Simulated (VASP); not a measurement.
**BN: relaxation of cell and atoms with PBE**

BN:

```
B N
1.0
     0.00000    1.80750    1.80750
     1.80750    0.00000    1.80750
     1.80750    1.80750    0.00000
B N
1 1
Cartesian
  0.0000 0.0000 0.0000
  0.9038 0.9038 0.9038
```

| Property | Result |
| --- | --- |
| Program | VASP 6.6.1 |
| Task | relaxation of cell and atoms |
| Functional | PBE |
| Potentials or basis | VASP PAW PBE potentials, release 64 (B, N) |
| Cutoff | 600 eV |
| k mesh | 12 × 12 × 12 |
| Occupations | gaussian, width 0.02 eV |
| Spin | no spin polarisation |
| Further INCAR settings | ALGO = Normal; EDIFF = 1e-07; IBRION = 2; EDIFFG = -0.004; NSW = 80; ISIF = 3 |

| Quantity | Value |
| --- | --- |
| Relaxed volume | 5.95 Å³/atom |
| Relaxed cell | a = 2.563 Å, b = 2.563 Å, c = 2.563 Å, α = 60.00°, β = 60.00°, γ = 60.00° |
| Space group after relaxing (to 0.05 Å) | F-43m (No. 216) |
| Energy gained by relaxing | 0.4 meV/atom |
| Ionic steps | 3 |
| Pressure after relaxing | 0.0 GPa |
| Band gap on the k mesh | 4.45 eV, indirect (least direct gap 8.78 eV) |

The path:
```csv
step,energy change (eV),largest force (eV/Å),pressure (GPa),volume (Å³)
1,0.0000,0.0000,3.01,11.81
2,0.0000,0.0000,-2.96,12.00
3,-0.0009,0.0000,0.01,11.90
```

Final structure:
```cif
data_structure
_symmetry_space_group_name_H-M 'P 1'
_symmetry_Int_Tables_number 1
_cell_length_a 2.5630
_cell_length_b 2.5630
_cell_length_c 2.5630
_cell_angle_alpha 60.000
_cell_angle_beta 60.000
_cell_angle_gamma 60.000
_cell_volume 11.90
loop_
_atom_site_label
_atom_site_type_symbol
_atom_site_fract_x
_atom_site_fract_y
_atom_site_fract_z
_atom_site_occupancy
B1 B 0.00000 0.00000 0.00000 1
N1 N 0.25000 0.25000 0.25000 1
```

Levels at points of the mesh, in eV from the valence-band top:
```
           k point  band 1  band 2  band 3  band 4  band 5  band 6  band 7  band 8
(0.00, 0.00, 0.00)  -20.14    0.00    0.00    0.00    8.78    8.78    8.78   10.22
(0.50, 0.00, 0.00)  -15.96  -10.62   -1.93   -1.93   10.04   10.66   10.66   15.18
(0.50, 0.50, 0.00)  -14.61   -8.86   -4.86   -4.86    4.45    9.19   17.80   17.80
```

Run time: 8.7 s on 1 thread of AMD EPYC 9R45 96-Core Processor (Zen 5), on a shared host, peak memory 0.09 GiB.

A k mesh can miss the band edges. Zero-point motion and thermal expansion aren't in these numbers.
